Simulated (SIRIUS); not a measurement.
**BAs under changes of volume**

One of the cells (13.899 Å³/atom); the others are scaled copies at fixed shape and fractional positions:

```xyz
2
Lattice="0.0000 2.4043 2.4043 2.4043 0.0000 2.4043 2.4043 2.4043 0.0000" Properties=species:S:1:pos:R:3 pbc="T T T"
As    3.6065    3.6065    3.6065
B     0.0000    0.0000    0.0000
```

```yaml
Program: SIRIUS 7.12.0
Functional: PBEsol
Potentials_or_basis: all-electron FP-LAPW
Cutoff: 228 eV
Basis: apw+lo standard
k_mesh: 10 × 10 × 10
Occupations: fermi-dirac, width 0.05 eV
Spin: no spin polarisation
```

```csv
volume (Å³/atom),energy over the lowest point (meV/atom),gap on the mesh (eV)
12.809,18.09,1.02
13.081,6.26,1.04
13.354,0.00,1.07
13.899,2.65,1.10
14.171,10.52,1.12
14.444,?,?
```

Problem. What does the run at 14.444 Å³/atom give?

Solution. Energy over the lowest point 22.20 meV/atom; gap on the mesh 1.14 eV.

Worked out: A Birch-Murnaghan fit of order 3 (a polynomial in V^(-2/3)) to the other rows has its minimum at 13.55 Å³/atom with B0 = V·E''(V) = 141 GPa and B' = 3.8. It gives 22.32 meV/atom at 14.444 Å³/atom, against the run's 22.20. A straight line through the other rows of the gap, of slope 0.98 eV per unit of ln V, extrapolates to 1.14 eV, against the run's 1.14.

Energies are extrapolated to zero smearing.

A mesh can miss the band edges. Spin-orbit coupling on As is left out.
